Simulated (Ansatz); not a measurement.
Method: DFT PBE, scalar-relativistic, plane waves, PAW (Ansatz 0.2.0).

Structure of InP:

```xyz
2
Lattice="0.0000 2.9800 2.9800 2.9800 0.0000 2.9800 2.9800 2.9800 0.0000" Properties=species:S:1:pos:R:3 pbc="T T T"
In    0.0000    0.0000    0.0000
P     1.4900    1.4900    1.4900
```

Plane waves to 420 eV, a k mesh through Γ of 10×10×10 on the computed 2-atom cell and Gaussian smearing (0.02 eV); no spin polarisation.

Levels along Γ–X–U | K–Γ–L–W–X, in eV from a zero inside the gap, sorted by energy at each point. Points in fractions of the primitive reciprocal vectors: Γ (0.000 0.000 0.000), X (-0.500 -0.500 0.000), U (-0.375 -0.375 0.250), K (-0.375 0.000 0.375), L (0.000 0.000 0.500), W (-0.500 -0.250 0.250).
```tsv
point	k (1/Å, with 2π)	band 7	band 8	band 9	band 10	band 11	band 12
Γ	0.000	-0.22	-0.22	-0.22	0.22	3.87	3.87
-	0.527	-3.52	-1.52	-1.52	2.30	2.77	6.03
X	1.054	-5.76	-2.38	-2.38	1.63	2.04	8.68
-	1.241	-5.72	-2.77	-2.28	1.88	2.63	7.93
U	1.427	-5.62	-3.29	-2.02	2.16	4.07	7.14
K	1.427	-5.62	-3.29	-2.02	2.16	4.07	7.14
-	1.986	-3.93	-2.08	-0.75	2.43	4.39	4.73
Γ	2.545	-0.22	-0.22	-0.22	0.22	3.87	3.87
-	3.002	-3.57	-0.73	-0.73	1.43	4.53	4.53
L	3.458	-5.69	-1.12	-1.12	1.16	4.58	4.58
-	3.831	-5.54	-2.74	-1.73	2.80	3.99	5.55
W	4.204	-5.62	-2.97	-2.91	3.95	4.07	5.22
-	4.467	-5.69	-2.69	-2.67	2.51	2.82	7.25
X	4.731	-5.76	-2.38	-2.38	1.63	2.04	8.68
```